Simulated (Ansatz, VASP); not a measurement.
## Rb: VASP beside Ansatz

The input INCAR:

```
PREC = Accurate ; ENCUT = 520
EDIFF = 1E-7 ; ISMEAR = -1
SIGMA = 0.05 ; LREAL = F
LASPH = T ; NELM = 100
ALGO = Normal ; ISIF = 2
LWAVE = F ; LCHARG = F
GGA = PE ; NBANDS = 10
```

The input KPOINTS:

```
regular mesh
0
Gamma
  8 8 8
```

Contents of POSCAR:

```
Rb
1.0
   -2.7492058961      2.7492058961      2.7492058961
    2.7492058961     -2.7492058961      2.7492058961
    2.7492058961      2.7492058961     -2.7492058961
Rb
1
Direct
    0.0000000000      0.0000000000      0.0000000000
```

Input for Ansatz:

```yaml
crystal:
  lattice:
    - [-2.7492058961, 2.7492058961, 2.7492058961]
    - [2.7492058961, -2.7492058961, 2.7492058961]
    - [2.7492058961, 2.7492058961, -2.7492058961]
  atoms:
    - { symbol: Rb, position: [0.0, 0.0, 0.0] }
kpoints:
  mp_grid: { grid: [8, 8, 8] }
scf:
  occupations: { method: fermi_dirac, width: 0.05 }
hamiltonian:
  xc: pbe
  pseudopotentials: { kind: all_electron, lapw: { basis_error: 0.001 } }
output:
  forces: true
  stress: true
  eigenvalues: true
```

Change from the starting cell: volume scaled by 0.9405.

Alike in both runs: task single point; functional PBE; k mesh 8 × 8 × 8; occupations fermi-dirac, width 0.05 eV; no spin polarisation.

```csv
,VASP,Ansatz
version,VASP 6.6.1,Ansatz 0.2.0
potentials or method,"VASP PAW PBE potentials, release 64 (Rb_sv)","all-electron LAPW, scalar-relativistic"
plane-wave cutoff (eV),520,see its input
```

|  | VASP | Ansatz | Ansatz less VASP |
| --- | --- | --- | --- |
| pressure (GPa) | 0.3 | 0.3 | 0.00 |

Ansatz ran all-electron here, so the differences hold the error of VASP's frozen core and of both bases.
